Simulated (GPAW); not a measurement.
A run of GPAW 26.7.0:

Contents of run.py:

```python
from ase import Atoms
from ase.eos import EquationOfState
from ase.io import Trajectory
from ase.units import GPa
from gpaw import GPAW, PW

atoms = Atoms(['Ti'],
              cell=[[0.0, 2.03, 2.03],
                    [2.03, 0.0, 2.03],
                    [2.03, 2.03, 0.0]],
              scaled_positions=[[0.0, 0.0, 0.0]],
              pbc=True)

traj = Trajectory('eos.traj', 'w')
volumes, energies = [], []
for x in [0.94, 0.96, 0.98, 1.0, 1.02, 1.04, 1.06]:
    a = atoms.copy()
    a.set_cell(atoms.cell * x**(1 / 3), scale_atoms=True)
    calc = GPAW(mode=PW(600),
                xc='MGGA_X_R2SCAN+MGGA_C_R2SCAN',
                kpts={'size': (11, 11, 11), 'gamma': True},
                occupations={'name': 'fermi-dirac', 'width': 0.05},
                nbands=14,
                convergence={'density': 1e-05, 'energy': 1e-05},
                maxiter=150,
                txt=f'eos-{x:.2f}.txt')
    a.calc = calc
    energies.append(a.get_potential_energy(force_consistent=True))
    volumes.append(a.get_volume())
    p = -a.get_stress()[:3].mean() / GPa
    calc.write(f'eos-{x:.2f}.gpw')
    traj.write(a)
    print(f'{x:.2f} {volumes[-1]:10.4f} A^3 {energies[-1]:14.6f} eV {p:9.3f} GPa', flush=True)

v0, e0, B = EquationOfState(volumes, energies, eos='birchmurnaghan').fit()
print(f'V0 = {v0:.4f} A^3, E0 = {e0:.6f} eV, B0 = {B / GPa:.2f} GPa')
```

Potentials or basis: GPAW PAW data sets (gpaw-data 1.2.1), pw.

Command:

```bash
$ OMP_NUM_THREADS=1 python run.py
```

Hardware: 1 thread of Arm Neoverse V1, with other jobs on the host.

Question: Estimate the wall time of this run.

Answer: It took 4 min on 1 thread of Arm Neoverse V1, with other jobs on the host, peak memory 0.63 GiB. Counts: scf iterations 63, plane waves 534, bands 14, k points 56.
